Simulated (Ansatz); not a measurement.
Input of an Ansatz 0.2.0 run:

input.yaml

```yaml
crystal:
  lattice:
    - [0.0, 3.059, 3.059]
    - [3.059, 0.0, 3.059]
    - [3.059, 3.059, 0.0]
  atoms:
    - { symbol: Sb, position: [0.75, 0.75, 0.75] }
    - { symbol: Ga, position: [0.0, 0.0, 0.0] }
kpoints:
  mp_grid: { grid: [8, 8, 8] }
  band_path:
    path:
      - [0.0, 0.0, 0.0]
      - [0.5, 0.0, 0.5]
      - [0.5, 0.25, 0.75]
      - [0.375, 0.375, 0.75]
      - [0.0, 0.0, 0.0]
      - [0.5, 0.5, 0.5]
      - [0.625, 0.25, 0.625]
      - [0.5, 0.25, 0.75]
    npoints: 6
scf:
  occupations: { method: fermi_dirac, width: 0.05 }
hamiltonian:
  xc: pbesol
  pseudopotentials:
    kind: all_electron
    lapw: { basis_error: 0.001 }
    relativity: none
output:
  forces: true
  stress: true
  eigenvalues: true
```

Potentials or basis: all-electron LAPW, non-relativistic.

The run is started by

```bash
$ ansatz run input.yaml --threads 1 --pin off --max-ram 3072MiB --backend cpu --events-out ev --progress --plain --runs-dir out
```

**Question.** What does it give for the pressure?

**Answer.** 0.4 GPa.

**Question.** Estimate the band gap along the path.

**Answer.** 0.82 eV, indirect (least direct gap 1.06 eV).

**Question.** What does it give for the band gap on the k mesh?

**Answer.** 0.82 eV, indirect (least direct gap 1.06 eV).

Levels at the corners of the path, in eV from the valence-band top:
```tsv
point	band 18	band 19	band 20	band 21	band 22	band 23	band 24	band 25	band 26	band 27
Γ	-15.46	-10.93	0.00	0.00	0.00	1.06	2.69	2.69	2.69	5.87
X	-15.46	-8.19	-6.65	-2.60	-2.60	0.86	1.27	8.73	8.73	10.18
W	-15.46	-8.12	-6.50	-3.40	-3.18	3.79	4.20	4.58	4.62	9.94
K	-15.46	-8.27	-6.43	-3.67	-2.21	1.42	3.88	6.69	6.77	7.56
Γ	-15.46	-10.93	0.00	0.00	0.00	1.06	2.69	2.69	2.69	5.87
L	-15.46	-9.17	-6.20	-1.16	-1.16	0.82	3.63	3.63	6.29	9.35
U	-15.46	-8.27	-6.43	-3.67	-2.21	1.42	3.88	6.69	6.77	7.56
W	-15.46	-8.12	-6.50	-3.40	-3.18	3.79	4.20	4.58	4.62	9.94
```

Caveat: relativity is left out, which matters for the heavier elements; spin-orbit coupling is left out, which moves the levels of the heavy elements.

**What was measured.**

A printed reference work, data compilation reports, for a bulk crystal of GaSb at 4.2 K: band gap 0.811 eV (direct).

A measured direct gap of GaSb is 0.811 eV (direct; 4.2 K; a printed reference work, data compilation); the calculated 1.06 eV misses it by +0.25 eV. Spin-orbit coupling on Ga, Sb is left out. The value is that of PBEsol, without temperature or zero-point motion.
